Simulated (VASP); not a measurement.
Ge, 4 atoms in the cell. The structure is hexagonal, space group P6_3/mmc (No. 194). Conventional cell: a = 3.998 Å, b = 3.998 Å, c = 6.599 Å, α = 90.00°, β = 90.00°, γ = 120.00°. Around Ge (site symmetry 3m) lie 4 Ge at 2.45 to 2.47 Å. This isn't the form of Ge at room conditions, which is diamond.

* Program: VASP 6.6.1
* Task: relaxation of cell and atoms
* Functional: r2SCAN
* Potentials or basis: VASP PAW PBE potentials, release 64 (Ge_d)
* Cutoff: 600 eV
* k mesh: 12 × 12 × 5
* Occupations: gaussian, width 0.03 eV
* Spin: no spin polarisation
* Further INCAR settings: ALGO = Normal; EDIFF = 1e-06; IBRION = 2; EDIFFG = -0.01; NSW = 90; ISIF = 3

Potentials or basis: VASP PAW PBE potentials, release 64 (Ge_d).

The run is started by

```bash
$ cat potpaw_PBE.64/Ge_d/POTCAR > POTCAR
$ mpirun -np 1 vasp_std > vasp.out
```

Hardware: 1 thread of AMD EPYC 7R13 Processor (Zen 3) (shared host).

Q: Estimate the wall time of this run.

A: Run time: 25 min on 1 thread of AMD EPYC 7R13 Processor (Zen 3) (shared host), peak memory 0.31 GiB. Counts: scf iterations 32, k points 57, ion steps 2.
